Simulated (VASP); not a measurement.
A run of VASP 6.6.1 is set up as follows.

The input POSCAR:

```
RbBr
1.0
    4.0914027422      0.0000000000      0.0000000000
    0.0000000000      4.0914027422      0.0000000000
    0.0000000000      0.0000000000      4.0914027422
Rb Br
1 1
Direct
    0.0000000000      0.0000000000      0.0000000000
    0.5000000000      0.5000000000      0.5000000000
```

The input INCAR.step1:

```
SYSTEM = RbBr
ALGO     = Normal         ! electronic algorithm
EDIFF    = 1E-4           ! SCF threshold, eV
ENCUT    = 520            ! plane-wave cutoff, eV
GGA      = PE             ! functional
ISMEAR   = -1             ! smearing method
LASPH    = .TRUE.         ! aspherical terms in the spheres
LCHARG   = .FALSE.        ! write CHGCAR
LREAL    = .FALSE.        ! projectors in reciprocal space
LWAVE    = .TRUE.         ! write WAVECAR
NBANDS   = 15             ! bands
NELM     = 100            ! most SCF steps
PREC     = Accurate       ! precision mode
SIGMA    = 0.03           ! smearing width, eV
```

File INCAR.step2:

```
SYSTEM = RbBr
ALGO     = Normal         ! electronic algorithm
EDIFF    = 1E-6           ! SCF threshold, eV
ENCUT    = 520            ! plane-wave cutoff, eV
ISIF     = 2              ! what is computed and relaxed
ISMEAR   = -1             ! smearing method
ISTART   = 1            
LASPH    = .TRUE.         ! aspherical terms in the spheres
LCHARG   = .TRUE.         ! write CHGCAR
LELF     = .TRUE.         ! ELF
LMIXTAU  = .TRUE.       
LREAL    = .FALSE.        ! projectors in reciprocal space
LVHAR    = .TRUE.       
LWAVE    = .FALSE.        ! write WAVECAR
METAGGA  = R2SCAN         ! meta-GGA
NBANDS   = 15             ! bands
NELM     = 100            ! most SCF steps
PREC     = Accurate       ! precision mode
SIGMA    = 0.03           ! smearing width, eV
```

The input KPOINTS:

```
k-points
0
G
  7 7 7
  0 0 0
```

Potentials or basis: VASP PAW PBE potentials, release 64 (Rb_sv, Br).

Run with:

```console
$ cat potpaw_PBE.64/Rb_sv/POTCAR potpaw_PBE.64/Br/POTCAR > POTCAR
$ cp INCAR.step1 INCAR
$ mpirun -np 1 vasp_std > vasp.out
$ cp INCAR.step2 INCAR
$ mpirun -np 1 vasp_std > vasp.out
```

Problem. Predict the pressure.

Solution. 0.5 GPa.

Problem. Predict the band gap on the k mesh.

Solution. 4.95 eV, indirect (least direct gap 5.09 eV).

Caveat: the PAW data sets were made with another functional, which shifts forces and pressure a little; an odd mesh through Γ misses points on the zone boundary, where band edges often lie.
